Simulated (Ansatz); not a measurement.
# TePb: the cost of one run

Program: Ansatz 0.2.0. Level of theory: DFT, plane waves, PAW, no spin polarisation. These are calculated values, not measurements.

**1. The starting structure**

The cell holds 2 atoms (PbTe): a = 5.150 Å, b = 5.150 Å, c = 5.150 Å, α = 60.00°, β = 60.00°, γ = 60.00°.

As a file:

```xyz
2
Lattice="0.0000 3.6415 3.6415 3.6415 0.0000 3.6415 3.6415 3.6415 0.0000" Properties=species:S:1:pos:R:3 pbc="T T T"
Pb    0.0000    0.0000    0.0000
Te    1.8207    1.8207    1.8207
```

**2. Run 1: r2SCAN**

input.yaml

```yaml
crystal:
  lattice:
    - [0.0, 3.6414940692, 3.6414940692]
    - [3.6414940692, 0.0, 3.6414940692]
    - [3.6414940692, 3.6414940692, 0.0]
  atoms:
    - { symbol: Pb, position: [0.0, 0.0, 0.0] }
    - { symbol: Te, position: [0.25, 0.25, 0.25] }
kpoints:
  mp_grid: { grid: [4, 4, 4] }
hamiltonian:
  xc: r2scan
scf:
  occupations: { method: fermi_dirac, width: 0.052 }
md:
  ensemble: nve
  temperature: 600
  timestep: 1.0
  n_steps: 20
  initial_velocities: maxwell_boltzmann
  seed: 2822
```

The run is started by

```bash
> ansatz run input.yaml --threads 4 --pin off --max-ram 3686MiB --backend cpu --events-out ev --progress --plain --runs-dir out
```

What time and memory should one allow on 4 threads of Arm Neoverse V1, shared host?

About 55 s, with a peak of 0.67 GiB.
